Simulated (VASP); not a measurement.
# MgO in VASP 6.6.1, single-point calculation

INCAR

```
NELM = 76
ISIF = 2
NBANDS = 16
NSW = 0
LREAL = .FALSE.
LASPH = .TRUE.
GGA = PE
SIGMA = 0.02
IBRION = -1
ADDGRID = .TRUE.
PREC = Accurate
EDIFF = 1E-7
ENCUT = 520
LCHARG = .FALSE.
LWAVE = .FALSE.
ISMEAR = -1
```

KPOINTS

```
KPOINTS created by Atomic Simulation Environment
0
Gamma
12 12 6
0 0 0
```

POSCAR

```
Mg O
 1.0000000000000000
     3.2767768802576680   -0.0000000000288675    0.0000000000000000
    -1.6383884401038340    2.8377720208510944    0.0000000000000000
     0.0000000000000000    0.0000000000000000    3.9362907704999999
 Mg  O
   2   2
Cartesian
  1.6383884401371669  0.9459240069311199  2.9522180778750009
  0.0000000000166666  1.8918480138911069  0.9840726926250002
  1.6383884401371669  0.9459240069311199  0.9840726926250002
  0.0000000000166666  1.8918480138911069  2.9522180778750009
```

The recommended PBE PAW datasets give the neutral cell 16 valence electrons.

Command

```
mpirun -np 1 vasp_std
```

OSZICAR

```
N       E                     dE             d eps       ncg     rms          rms(c)
DAV:   1     0.633825921059E+02    0.63383E+02   -0.78929E+03  2448   0.910E+02
DAV:   2    -0.237258574564E+02   -0.87108E+02   -0.80218E+02  3344   0.211E+02
DAV:   3    -0.270818764339E+02   -0.33560E+01   -0.33450E+01  2848   0.412E+01
DAV:   4    -0.270941291564E+02   -0.12253E-01   -0.12252E-01  2840   0.289E+00
DAV:   5    -0.270941849388E+02   -0.55782E-04   -0.55782E-04  2824   0.185E-01    0.118E+01
DAV:   6    -0.227787754345E+02    0.43154E+01   -0.98158E+00  2520   0.256E+01    0.316E+00
DAV:   7    -0.227339980342E+02    0.44777E-01   -0.17913E-01  2560   0.323E+00    0.211E+00
DAV:   8    -0.227170198668E+02    0.16978E-01   -0.67550E-02  2584   0.286E+00    0.448E-01
DAV:   9    -0.227147934315E+02    0.22264E-02   -0.41059E-03  2984   0.589E-01    0.118E-01
DAV:  10    -0.227153382400E+02   -0.54481E-03   -0.87788E-04  2432   0.200E-01    0.371E-02
DAV:  11    -0.227153456363E+02   -0.73962E-05   -0.16064E-05  2656   0.378E-02    0.130E-02
DAV:  12    -0.227153457864E+02   -0.15010E-06   -0.48113E-06  2472   0.175E-02    0.207E-03
DAV:  13    -0.227153457110E+02    0.75331E-07   -0.37068E-07  2816   0.485E-03
   1 F= -.22715346E+02 E0= -.22715346E+02  d E =-.212820E-10
```

From OUTCAR

```
k-points           NKPTS =     76   k-points in BZ     NKDIM =     76   number of bands    NBANDS=     16

   NELECT =      16.0000    total number of electrons

   dimension x,y,z NGX =    24 NGY =   24 NGZ =   30
   dimension x,y,z NGXF=    48 NGYF=   48 NGZF=   60

  energy-cutoff  :      520.00
  volume of cell :       36.60
      direct lattice vectors                 reciprocal lattice vectors
     3.276776880 -0.000000000  0.000000000     0.305177934  0.176194563  0.000000000
    -1.638388440  2.837772021  0.000000000     0.000000000  0.352389125  0.000000000
     0.000000000  0.000000000  3.936290770     0.000000000  0.000000000  0.254046273

 k-points in reciprocal lattice and weights: KPOINTS created by Atomic Simulation Env
   0.00000000  0.00000000  0.00000000       0.001
   0.08333333  0.00000000  0.00000000       0.007
   0.16666667  0.00000000  0.00000000       0.007
   0.25000000  0.00000000  0.00000000       0.007
   0.33333333 -0.00000000  0.00000000       0.007
   0.41666667  0.00000000  0.00000000       0.007
   0.50000000  0.00000000  0.00000000       0.003
   0.08333333  0.08333333  0.00000000       0.007
   ...

 E-fermi :   3.7169

 k-point     1 :       0.0000    0.0000    0.0000
  band No.  band energies     occupation
      1     -14.4977      2.00000
      2     -12.5737      2.00000
      3      -0.9945      2.00000
      4       1.2333      2.00000
      5       1.2333      2.00000
      6       2.2748      2.00000
      7       2.2748      2.00000
      8       3.3627      2.00000
      9       7.7735      0.00000
     10      14.4118      0.00000
     11      17.1264      0.00000
     12      17.2347      0.00000
     13      17.2347      0.00000
     14      20.0122      0.00000
     15      20.0122      0.00000
     16      21.1371      0.00000

 k-point     2 :       0.0833    0.0000    0.0000
  band No.  band energies     occupation
      1     -14.4496      2.00000
      2     -12.5794      2.00000
      3      -0.9315      2.00000
      4       1.1058      2.00000
      5       1.1659      2.00000
      6       2.0852      2.00000
      7       2.3252      2.00000
      8       3.2919      2.00000
      9       8.0969      0.00000
     10      14.6151      0.00000
     11      16.8269      0.00000
     12      16.9094      0.00000
     13      17.3853      0.00000
     14      19.5965      0.00000
     15      19.7067      0.00000
     16      20.8030      0.00000

 k-point     3 :       0.1667    0.0000    0.0000
  band No.  band energies     occupation
      1     -14.3118      2.00000
      2     -12.6010      2.00000
      3      -0.7465      2.00000
      4       0.7093      2.00000
      5       1.0086      2.00000
      6       1.7263      2.00000
      7       2.4358      2.00000
      8       3.0861      2.00000
      9       8.8714      0.00000
     10      15.1180      0.00000
     11      16.0802      0.00000
     12      16.2135      0.00000
     13      17.8165      0.00000
     14      18.8046      0.00000
     15      19.4562      0.00000
     16      20.0416      0.00000

 ...

  Total        9.3459204      9.3459204     10.0596106      0.0000000     -0.0000000      0.0000000
  in kB      409.0921222    409.0921222    440.3319567      0.0000000     -0.0000000      0.0000000
  external PRESSURE =     419.5054004 kB  Pullay stress =       0.0000000 kB

 POSITION                                       TOTAL-FORCE (eV/Angst)
 -----------------------------------------------------------------------------------
      1.63839      0.94592      2.95222         0.000000     -0.000000      0.000000
      0.00000      1.89185      0.98407        -0.000000     -0.000000      0.000000
      1.63839      0.94592      0.98407        -0.000000      0.000000     -0.000000
      0.00000      1.89185      2.95222        -0.000000     -0.000000     -0.000000
 -----------------------------------------------------------------------------------
    total drift:                               -0.000000      0.000000     -0.000000

  FREE ENERGIE OF THE ION-ELECTRON SYSTEM (eV)
  ---------------------------------------------------
  free  energy   TOTEN  =       -22.7153457110 eV

  energy  without entropy=      -22.7153457110  energy(sigma->0) =      -22.71534571
```

It converged. Results: gap between bands v and c on the k mesh 4.41 eV; least direct gap on the k mesh 4.41 eV; pressure 42.0 GPa. Band v is the last that the valence electrons fill when counted band by band, and c is the next.

For comparison, a separate PBE run of the intended cell, on usual settings and not on those above, gives a gap of 4.41 eV on its mesh and a pressure of 41.9 GPa.

The run above took about 26 s on one core of a shared host (Intel Xeon Platinum 8488C) and held 0.23 GiB at most.
